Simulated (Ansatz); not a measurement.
# Si2Mo (I4/mmm) in Ansatz: settings compared

One crystal, Si2Mo, is run at these levels: revPBE, exchange-only PBE, PBE+D3(BJ); tasks: projected density of states, elastic constants, ladder of functionals.

Program: Ansatz 0.2.0. These are calculated values, not measurements. Logs are shortened: lines on timing, memory, paths and dates and some standing lists are left out, and cuts for length are marked.

### 1 The structure

It takes space group I4/mmm (No. 139, tetragonal). Conventional cell: a = 3.200 Å, b = 3.200 Å, c = 7.861 Å, α = 90.00°, β = 90.00°, γ = 90.00°. Around Mo (site symmetry 4/mmm) lie 10 Si at 2.62 Å. Si (site symmetry 4mm) has 5 Si at 2.61 to 2.63 Å and 5 Mo at 2.62 Å as nearest neighbours.

### 2 Projected density of states, revPBE, spin-orbit coupling, no magnetisation (atoms moved at random, drawn with an rms of 0.05 Å)

input.yaml reads:

```yaml
crystal:
  lattice:
    - [-1.6, 1.6, 3.9305]
    - [1.6, -1.6, 3.9305]
    - [1.6, 1.6, -3.9305]
  atoms:
    - { symbol: Mo, position: [0.016257, -0.004491, 0.006092] }
    - { symbol: Si, position: [0.664279, 0.673771, 0.009738] }
    - { symbol: Si, position: [0.332232, 0.331109, 0.001531] }
hamiltonian:
  xc: revpbe
  pseudopotentials: { kind: nc_fr, accuracy: standard }
magnetization:
  noncollinear: true
  spin_orbit: true
kpoints:
  mp_grid: { grid: [7, 7, 9] }
scf:
  occupations: { method: gaussian, width: 0.05 }
  n_extra_bands: 7
  initial_density: { chi_scale: 0.0 }
output:
  forces: true
  stress: true
  eigenvalues: true
  dos: { projected: true, de: 0.05, nscf_kmesh: { grid: [11, 11, 14] } }
```

Potentials or basis: PseudoDojo standard (PBE files).

On the command line:

```bash
$ ansatz run input.yaml --threads 2 --pin off --max-ram 5120MiB --backend cpu --events-out ev --progress --plain --runs-dir out
```

The program printed:

```text
Warning: RAYON_NUM_THREADS=2 ignored (pool sized by the plan → 2); use --threads N
basis.fft_grid_basis auto: the FFT boxes are laid along the combinations [[1, 0, 1], [0, 1, 1], [0, 0, 1]] of the cell's own vectors, 3.200, 3.200 and 4.535 Å long. The dense box has 36×36×50 points. Along the cell's own vectors, as sized, it would have 50×50×50, 1.93 times as many. basis.fft_grid_basis: typed keeps the cell's own vectors: state it where this run's energies or levels are differenced outside the engine with another run's, or held beside a run that keeps those vectors.
scf.n_extra_bands = 7 over 22 filled bands (N_el = 22.0): the run solves 29 bands
Engine: ansatz 0.2.0, x86_64-unknown-linux-gnu
Pseudopotentials: kind: nc_fr
Pseudopotential: Mo, nc_fr, valence charge 14, recommended cutoff 1088.45545 eV (normal), Mo.nc_fr.azcp (PseudoDojo's, or run here from an input of PseudoDojo's; its table is named by hamiltonian.pseudopotentials.accuracy)
Pseudopotential: Si, nc_fr, valence charge 4, recommended cutoff 489.804952 eV (normal), Si.nc_fr.azcp (PseudoDojo's, or run here from an input of PseudoDojo's; its table is named by hamiltonian.pseudopotentials.accuracy)
Functional definition: revPBE
  parameter kappa = 1.245
  parameter beta = 0.06672455060314922
  exchange = pbe_x(kappa = kappa, mu = beta*pi^2/3)
  correlation = pbe_c(beta = beta)
non-collinear run that drives no moment, with spin-orbit: no starting moment large enough to seed its density (crystal.atoms[].spin), no starting occupations that ask for one, no magnetisation constraint and no magnetic field, so the semilocal B_xc is pinned to zero
Crystal: 3 atoms, lattice volume = 40.248 Å³
Basis set: ecut = 1088.45545 eV, 3301 PW (Γ), FFT grids on a1+a3, a2+a3, a3, exchange–correlation on 72×72×100 points (8 copies of the dense FFT grid, shifted against one another)
Bands: 29, of which v1, the nominal top of the filled ones, is band 22 counted from 1 (21 counted from 0)
Symmetry: 1 space group operations + 1 with time reversal
Magnetic group: BNS 1.2 (UNI 2), of the structure as read, at distance tolerance 3.4e-5 Å
k-points: 221 of 441 (time reversal used)
Projection manifold: j_resolved (fully-relativistic pseudo-atomic orbitals)
Non-local potential: Mo, projectors of the file, l = 0: 2, l = 1: 4, l = 2: 4
Non-local potential: Si, projectors of the file, l = 0: 2, l = 1: 4, l = 2: 4
Initial density: superposition of atomic densities (chi_scale 0, normalization cell)
Initial wavefunctions: pseudopotential atomic-orbital guess
Functional: x = revpbe(κ = 1.245, μ = 0.2195149727645171), c = pbe(β = 0.06672455060314922)
SCF iter   1: F=—  HF=-2145.064416 eV  |F-HF|=—  |Δ(HF+E_count)|=         —  Δρ=8.11e-2  dr2=3.55e0  dr2_m=0.00e0 (ungated)  ethr=3.10e-3  |M|=0.00e0 ∫|m|=0.00e0 μB  |m|>n=0.0e0 m-floor=0.0e0 τ_xc=0.0e0  β_m=0.30  ⟨swp⟩=7.2  Hψ=36191  notcnv=0  defer=1
preconditioner: auto → Kerker (q_TF=auto, 2.467 Å⁻¹)  [metal: Δε(μ)=0.021 eV  Ē_g=7.811 eV  σ=0.050 eV  W_gap=0.23  n_scr=10 (ndim 8)  ℏωp=21.9 eV  f_vac=0.000  D(μ)=0.48/eV (n_scr^D=0)]
spin=Noncollinear: Kerker preconditioning applied to the charge; magnetization (m_x, m_y, m_z) channels mix plain (no charge-response kernel on spin).
SCF iter   2: F=—  HF=-2144.478303 eV  |F-HF|=—  |Δ(HF+E_count)|=   5.86e-1  Δρ=4.83e-2  dr2=1.02e0  dr2_m=0.00e0 (ungated)  ethr=3.10e-3  |M|=0.00e0 ∫|m|=0.00e0 μB  |m|>n=0.0e0 m-floor=0.0e0 τ_xc=0.0e0  β_m=0.48  ⟨swp⟩=3.5  Hψ=13172  notcnv=0  defer=450
SCF iter   3: F=—  HF=-2144.265872 eV  |F-HF|=—  |Δ(HF+E_count)|=   2.12e-1  Δρ=1.58e-2  dr2=7.61e-2  dr2_m=0.00e0 (ungated)  ethr=3.10e-3  |M|=0.00e0 ∫|m|=0.00e0 μB  |m|>n=0.0e0 m-floor=0.0e0 τ_xc=0.0e0  β_m=0.74  ⟨swp⟩=3.7  Hψ=11939  notcnv=0  defer=450
SCF iter   4: F=—  HF=-2144.252077 eV  |F-HF|=—  |Δ(HF+E_count)|=   1.38e-2  Δρ=4.23e-3  dr2=9.79e-3  dr2_m=0.00e0 (ungated)  ethr=3.46e-4  |M|=0.00e0 ∫|m|=0.00e0 μB  |m|>n=0.0e0 m-floor=0.0e0 τ_xc=0.0e0  β_m=0.81  ⟨swp⟩=2.9  Hψ=11887  notcnv=0  defer=455
SCF iter   5: F=—  HF=-2144.249896 eV  |F-HF|=—  |Δ(HF+E_count)|=   2.18e-3  Δρ=4.08e-4  dr2=3.58e-5  dr2_m=0.00e0 (ungated)  ethr=4.45e-5  |M|=0.00e0 ∫|m|=0.00e0 μB  |m|>n=0.0e0 m-floor=0.0e0 τ_xc=0.0e0  β_m=0.91  ⟨swp⟩=2.6  Hψ=10220  notcnv=0  defer=455
SCF iter   6: F=—  HF=-2144.249947 eV  |F-HF|=—  |Δ(HF+E_count)|=   5.06e-5  Δρ=1.06e-4  dr2=4.25e-6  dr2_m=0.00e0 (ungated)  ethr=1.63e-7  |M|=0.00e0 ∫|m|=0.00e0 μB  |m|>n=0.0e0 m-floor=0.0e0 τ_xc=0.0e0  β_m=0.92  ⟨swp⟩=2.1  Hψ=9761  notcnv=0  defer=455
SCF iter   7: F=-2144.249946 eV  HF=-2144.249946 eV  |F-HF|=1.17e-8  |Δ(HF+E_count)|=   6.75e-7  Δρ=1.02e-5  dr2=3.39e-8  dr2_m=0.00e0 (ungated)  ethr=4.55e-10  |M|=0.00e0 ∫|m|=0.00e0 μB  |m|>n=0.0e0 m-floor=0.0e0 τ_xc=0.0e0  ⟨swp⟩=11.7  Hψ=43034  notcnv=0
SCF 1 converged in 7 iterations: F = -2144.249946 eV  dr2 = 3.39e-8
NSCF: frozen V_eff on 848 k-points
SCF converged after 7 iterations
Magnetization: |M| = 0.0000 μB,  M = (+0.0000, +0.0000, +0.0000) μB
Absolute magnetization: 0.0000 μB (∫|m|)
  site 0: m = (+0.0000, +0.0000, +0.0000) μB, |m| = 0.0000 μB  (R = 1.05 Å)
  site 1: m = (+0.0000, +0.0000, +0.0000) μB, |m| = 0.0000 μB  (R = 1.05 Å)
  site 2: m = (+0.0000, +0.0000, +0.0000) μB, |m| = 0.0000 μB  (R = 1.06 Å)
Free energy (F): -2144.249946 eV
Harris-Foulkes:  -2144.249946 eV  (|F-HF|=1.17e-8)
Internal energy: -2144.249446 eV  (E = F + TS)
E sigma→0 (E₀):  -2144.249696 eV
Entropy (-TS):   -0.000500 eV (-0.167 meV/atom)
Fermi energy:    16.131023 eV
--- Per-component energies (eV) ---
  E_band       = -44.245497
  E_kinetic    = 699.991665
  E_local      = -1439.190847  (includes V_loc(G=0)·N_el)
  E_nonlocal   = 262.929863
  E_hartree    = 409.034767
  E_xc         = -370.165127
  E_vxc        = -386.048711  (∫ρ·V_xc dr)
  E_ewald      = -1706.849767
  E_smearing   = -0.000500  (= −TS)
  E_closure    = -0.000000  (closes the sum)
  Σ components = -2144.249946   (vs F -2144.249946, Δ=0.00e0)
--- Forces (eV/Å), atoms counted from 1 ---
  atom   1  Mo     0.39908713    -0.39621844    -0.57410973
  atom   2  Si    -0.39991448     0.24721909     0.06700076
  atom   3  Si     0.00081753     0.14900796     0.50710562
  max |Σ_I F_I| component: 9.83e-6 eV/Å
--- Stress (GPa, compression-positive) ---
        4.328736      -0.351804      -0.419823
       -0.351804       4.430064       0.240323
       -0.419823       0.240323       3.019047
  P = ⅓ Tr σ = 3.9259 GPa (39.259 kbar)
--- Band table (eV; the first three rows and the last of 221) ---
  k-point 0: bands = ["-44.6330", "-44.6330", "-20.4376", "-20.4376", "-17.9905", "-17.9905", "-17.9152", "-17.9152", "2.6524", "2.6524", "9.7617", "9.7617", "12.6275", "12.6275", "13.0869", "13.0869", "13.4395", "13.4395", "13.4963", "13.4963", "16.5156", "16.5156", "19.1376", "19.1376", "19.2123", "19.2123", "19.6973", "19.6973", "19.8267"]
  k-point 1: bands = ["-44.6287", "-44.6287", "-20.4514", "-20.4502", "-17.9973", "-17.9961", "-17.9455", "-17.9434", "3.0296", "3.0314", "10.0867", "10.0893", "11.7366", "11.7408", "12.5960", "12.6041", "13.1993", "13.2088", "14.4075", "14.4102", "15.2923", "15.3085", "18.4090", "18.4229", "19.4382", "19.4573", "19.6895", "19.7129", "19.8758"]
  k-point 2: bands = ["-44.6180", "-44.6180", "-20.4848", "-20.4830", "-18.0228", "-18.0192", "-18.0064", "-18.0051", "4.0954", "4.0988", "10.6314", "10.6371", "10.9673", "10.9806", "11.1774", "11.1905", "13.4620", "13.5453", "13.6224", "13.7057", "14.5659", "14.5685", "18.6599", "18.6711", "19.4880", "19.4981", "19.7540", "19.7810", "19.8749"]
  k-point 220: bands = ["-44.6109", "-44.6109", "-20.5065", "-20.5058", "-18.0694", "-18.0688", "-18.0129", "-18.0120", "5.1325", "5.1350", "9.2857", "9.2869", "10.5992", "10.6012", "12.1256", "12.1331", "13.2344", "13.2435", "13.6331", "13.6444", "13.9630", "13.9684", "18.2717", "18.2778", "18.5614", "18.5704", "19.6701", "19.6783", "20.4503"]
```

Wall time 3.5 min (2 threads of Intel Xeon 6975P-C (Granite Rapids), shared host); peak memory 3.2 GiB.

What came out:

| Quantity | Value |
| --- | --- |
| Free energy | -2144.2499 eV |
| Pressure | 3.9 GPa |
| Largest force | 0.804 eV/Å |
| Band gap on the k mesh | none (metal or under the smearing width) |
| Density of states at the Fermi level | 0.25 states/eV per cell |

Forces on the atoms (eV/Å):
```
Mo   0.399 -0.396 -0.574
Si  -0.400  0.247  0.067
Si   0.001  0.149  0.507
```

Levels at points of the mesh, in eV from the Fermi level:
| k point | band 18 | band 19 | band 20 | band 21 | band 22 | band 23 | band 24 | band 25 | band 26 | band 27 |
| --- | --- | --- | --- | --- | --- | --- | --- | --- | --- | --- |
| (0.00, 0.00, 0.00) | -2.69 | -2.63 | -2.63 | 0.38 | 0.38 | 3.01 | 3.01 | 3.08 | 3.08 | 3.57 |

States per cell in windows of 1 eV (zero at the Fermi level; states under -8 eV left out):
```tsv
from (eV)	total	Mo 4d j=2.5	Si 3p j=1.5	Mo 4d j=1.5	Si 3p j=0.5	Si 3s j=0.5	Mo 5s j=0.5
-8.0	0.63	0.10	0.15	0.07	0.07	0.21	0.01
-7.0	0.67	0.11	0.25	0.07	0.12	0.09	0.02
-6.0	1.24	0.18	0.54	0.12	0.27	0.07	0.03
-5.0	0.80	0.16	0.24	0.11	0.12	0.13	0.03
-4.0	1.60	0.44	0.37	0.33	0.19	0.17	0.06
-3.0	3.57	1.19	0.82	0.86	0.43	0.16	0.03
-2.0	1.77	0.60	0.44	0.38	0.22	0.06	0.01
-1.0	0.69	0.36	0.06	0.21	0.03	0.01	0.00
0.0	0.57	0.19	0.11	0.12	0.05	0.08	0.00
1.0	1.57	0.52	0.27	0.35	0.13	0.21	0.02
2.0	2.04	0.60	0.37	0.41	0.17	0.35	0.04
3.0	1.78	0.35	0.36	0.23	0.17	0.25	0.16
4.0	0.86	0.10	0.21	0.07	0.11	0.12	0.08
5.0	0.18	0.01	0.05	0.01	0.02	0.02	0.02
6.0	0.00	0.00	0.00	0.00	0.00	0.00	0.00
7.0	0.00	0.00	0.00	0.00	0.00	0.00	0.00
```

Caveat: the potentials were made for another functional, which shifts forces and pressure.

### 3 Elastic constants, exchange-only PBE, spin-orbit coupling, no magnetisation (volume scaled by 1.15)

input.yaml reads:

```yaml
crystal:
  lattice:
    - [-1.6763032851, 1.6763032851, 4.1179437887]
    - [1.6763032851, -1.6763032851, 4.1179437887]
    - [1.6763032851, 1.6763032851, -4.1179437887]
  atoms:
    - { symbol: Mo, position: [0.0, 0.0, 0.0] }
    - { symbol: Si, position: [0.667, 0.667, 0.0] }
    - { symbol: Si, position: [0.333, 0.333, 0.0] }
hamiltonian:
  xc: { exchange: pbe, correlation: none }
  pseudopotentials: { kind: nc_fr, accuracy: standard }
magnetization:
  noncollinear: true
  spin_orbit: true
kpoints:
  mp_grid: { grid: [9, 9, 9] }
scf:
  occupations: { method: methfessel_paxton, width: 0.1 }
output:
  forces: true
  stress: true
elastic:
  mode: clamped_ion
  stencil: two_point
```

Potentials or basis: PseudoDojo standard (PBE files).

On the command line:

```bash
$ ansatz run input.yaml --threads 2 --pin off --max-ram 5120MiB --backend cpu --events-out ev --progress --plain --runs-dir out
```

Wall time 3.1 min (2 threads of Intel Xeon 6975P-C (Granite Rapids), shared host); peak memory 1.9 GiB.

Results (log left out):

```yaml
Free_energy: -2110.8574 eV
Pressure: -1.5 GPa
Largest_force: 0.477 eV/Å
Band_gap_on_the_k_mesh: none (metal or under the smearing width)
Voigt_bulk_modulus: 131 GPa
```

Forces on the atoms (eV/Å):
```
Mo   0.000  0.000  0.000
Si   0.000  0.000 -0.477
Si   0.000  0.000  0.477
```

Stress tensor (GPa, compression positive):
```
-0.09  0.00  0.00
 0.00 -0.09  0.00
 0.00  0.00 -4.44
```

Levels at points of the mesh, in eV from the Fermi level:
```tsv
k point	band 20	band 21	band 22	band 23	band 24	band 25
(0.00, 0.00, 0.00)	-2.18	0.40	0.40	2.30	2.30	3.26
```

Elastic tensor in Voigt notation (GPa, ions clamped, in the Cartesian axes of the cell as first typed):
```
276  59  48   0   0   0
 59 276  48   0   0   0
 44  44 323   0   0   0
  0   0   0 131   0   0
  0   0   0   0 131   0
  0   0   0   0   0 109
```

Caveat: the potentials were made for another functional, which shifts forces and pressure; elastic constants of metals need much finer meshes, so these are rough.

### 4 Ladder of functionals, PBE+D3(BJ)

input.yaml reads:

```yaml
crystal:
  lattice: { a: 3.2, b: 3.2, c: 7.861, alpha: 90.0, beta: 90.0, gamma: 90.0 }
  space_group: 139
  reduce_to_primitive: true
  atoms:
    - { symbol: Mo, wyckoff: "2a", position: [0.0, 0.0, 0.0] }
    - { symbol: Si, wyckoff: "4e", position: [0.5, 0.5, 0.167] }
hamiltonian:
  xc: pbe
  pseudopotentials: { kind: nc }
  dispersion: d3bj
kpoints:
  mp_grid: { grid: [12, 12, 12] }
scf:
  occupations: { method: fixed }
output:
  forces: true
  stress: true
  eigenvalues: true
  xc_energy_on_converged_density: [lda, pbesol, rpbe, revpbe, blyp, r2scan]
```

Potentials or basis: Ansatz NC.

On the command line:

```bash
$ ansatz run input.yaml --threads 2 --pin off --max-ram 5120MiB --backend cpu --events-out ev --progress --plain --runs-dir out
```

The program printed:

```text
Warning: its header states that it serves every functional but a meta-GGA or a hybrid on one (`serves`), and output.xc_energy_on_converged_density lists r2scan: such an energy is of a file that was made and tested for others. Choose a file that serves it under hamiltonian.pseudopotentials (kind, source, accuracy or azcp)
Warning: its header states that it serves every functional but a meta-GGA or a hybrid on one (`serves`), and output.xc_energy_on_converged_density lists r2scan: such an energy is of a file that was made and tested for others. Choose a file that serves it under hamiltonian.pseudopotentials (kind, source, accuracy or azcp)
Warning: RAYON_NUM_THREADS=2 ignored (pool sized by the plan → 2); use --threads N
crystal.space_group: 139 is read as I4/mmm: the typed cell holds Mo2Si4 (Mo 2a, Si 4e). Least distances (Å): Mo–Mo 3.200, Mo–Si 2.616, Si–Si 2.612
crystal.space_group generates its sites in this order, which a site index counts, at these fractional coordinates of the primitive cell where crystal.reduce_to_primitive is true, and else of the cell that is read (crystal.supercell repeats the list replica by replica, and crystal.defects acts on that): 0: Mo [0.000000, 0.000000, 0.000000]; 1: Si [0.667000, 0.667000, 0.000000]; 2: Si [0.333000, 0.333000, 0.000000];
basis.fft_grid_basis auto: the FFT boxes are laid along the combinations [[1, 0, 1], [0, 1, 1], [0, 0, 1]] of the cell's own vectors, 3.200, 3.200 and 4.535 Å long. The dense box has 36×36×50 points. Along the cell's own vectors, as sized, it would have 50×50×50, 1.93 times as many. Of the 16 symmetry operations that the crystal satisfies within crystal.symmetry.tolerance (time reversal apart; of a slab, those that keep its plane) the dense box along the cell's own vectors carries 16, and the one as laid loses 12 of those. basis.fft_grid_basis: typed keeps the cell's own vectors: state it where this run's energies or levels are differenced outside the engine with another run's, or held beside a run that keeps those vectors.
[... 1 set-up line as earlier in the session ...]
Pseudopotentials: kind: nc
Pseudopotential: Mo, nc, valence charge 14, recommended cutoff 1088.45545 eV (normal), Mo.nc.azcp
Pseudopotential: Si, nc, valence charge 4, recommended cutoff 489.804952 eV (normal), Si.nc.azcp
Functional definition: PBE
  parameter kappa = 0.804
[... 2 set-up lines as earlier in the session ...]
[... 50 lines left out ...]
  atom   2  Si     0.00000000     0.00000000    -0.38729080
  atom   3  Si    -0.00000000     0.00000000     0.38729080
  max |Σ_I F_I| component: 1.11e-16 eV/Å
--- Stress (GPa, compression-positive) ---
       -4.100899      -0.000000      -0.000000
       -0.000000      -4.100899      -0.000000
       -0.000000      -0.000000      -6.101255
  P = ⅓ Tr σ = -4.7677 GPa (-47.677 kbar)
--- E_xc of listed functionals on the converged density (eV per cell; not total energies) ---
  on the closing iteration's output density plus the core of the run's pseudopotentials (for a meta-GGA, its output tau too, plus the cores' where a run under it adds that), as the run's own E_xc is; on PAW an entry holds the one-centre parts besides; self-consistent for pbe alone
  E_xc = -367.292922  lda
  E_xc = -367.444098  pbesol
  E_xc = -370.079105  rpbe
  E_xc = -369.966261  revpbe
  E_xc = -362.225345  blyp
  E_xc = -380.272801  r2scan
--- Band table (eV; the first three rows and the last of 163) ---
  k-point 0: bands = ["-44.6004", "-18.7800", "-18.6573", "-18.6573", "2.6283", "9.7629", "12.6271", "13.0997", "13.4394", "13.4394", "16.5402", "19.1577", "19.2002", "19.7419", "19.7419"]
  k-point 1: bands = ["-44.5979", "-18.7766", "-18.6743", "-18.6719", "2.8424", "9.9535", "11.9849", "12.9112", "13.1621", "14.1292", "15.7807", "18.6082", "19.5011", "19.5586", "19.8322"]
  k-point 2: bands = ["-44.5913", "-18.7674", "-18.7188", "-18.7115", "3.4639", "10.4173", "11.2873", "11.8500", "13.3619", "14.3254", "14.6559", "18.3308", "19.4999", "19.7796", "19.9633"]
  k-point 162: bands = ["-44.5998", "-18.8043", "-18.6590", "-18.6590", "4.4411", "6.1084", "12.6151", "13.8118", "15.5235", "15.5235", "15.5612", "15.5612", "16.6758", "20.7142", "21.2428"]
```

Wall time 7.2 s (2 threads of Intel Xeon 6975P-C (Granite Rapids), shared host); peak memory 0.56 GiB.

Results:

| Item | Value |
| --- | --- |
| Free energy | -2145.2835 eV |
| Pressure | -4.8 GPa |
| Largest force | 0.387 eV/Å |
| Band gap on the k mesh | none (metal or under the smearing width) |

Forces on the atoms (eV/Å):
```
Mo   0.000  0.000  0.000
Si   0.000  0.000 -0.387
Si   0.000  0.000  0.387
```

Levels at points of the mesh, in eV from the Fermi level:
```tsv
k point	band 7	band 8	band 9	band 10	band 11	band 12	band 13	band 14	band 15
(0.00, 0.00, 0.00)	-4.01	-3.54	-3.20	-3.20	-0.10	2.52	2.56	3.10	3.10
(0.00, 0.00, -0.50)	-6.26	-5.84	-5.04	-3.60	-1.67	1.80	2.18	2.46	2.71
(0.00, -0.50, 0.00)	-5.44	-5.02	-3.15	-3.03	-1.05	1.74	2.47	3.49	3.71
(-0.50, -0.50, -0.50)	-4.03	-2.83	-1.12	-1.12	-1.08	-1.08	0.03	4.07	4.60
```

Caveat: pairwise dispersion overbinds metals, which lowers pressure and volume.

(Part 1 of 2 ends here.)
